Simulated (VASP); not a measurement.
A run of VASP 6.6.1 is set up as follows.

INCAR

```
SYSTEM = TiH
  PREC = Accurate
  ENCUT = 520
  EDIFF = 1E-7
  ISMEAR = 0
  SIGMA = 0.15
  LREAL = .FALSE.
  LASPH = .TRUE.
  NELM = 80
  ALGO = Normal
  ISIF = 2
  LWAVE = .FALSE.
  LCHARG = .TRUE.
  GGA = CA
  LELF = .TRUE.
  LVHAR = .TRUE.
  NBANDS = 14
```

KPOINTS

```
Automatic mesh
0
G
  18 18 18
  0 0 0
```

Contents of POSCAR:

```
TiH
1.0
    0.0000000000      2.0516219871      2.0516219871
    2.1474327339      0.0000000000      2.0516219871
    2.1474327339      2.0516219871      0.0000000000
Ti H
1 1
Direct
   -0.0001909149      0.0001909149      0.0001909149
    0.5090659976      0.4909340024      0.4909340024
```

Potentials or basis: VASP PAW LDA potentials, release 64 (Ti_sv, H).

The run is started by

```sh
$ cat potpaw_LDA.64/Ti_sv/POTCAR potpaw_LDA.64/H/POTCAR > POTCAR
$ mpirun -np 1 vasp_std > vasp.out
```

Q: Estimate the band gap on the k mesh.

A: None (metal or under the smearing width).

Q: What does it give for the pressure?

A: -6.5 GPa.

Q: Predict the largest force.

A: 0.053 eV/Å.

Forces on the atoms (eV/Å):
```
Ti  -0.053  0.000  0.000
H    0.053  0.000  0.000
```
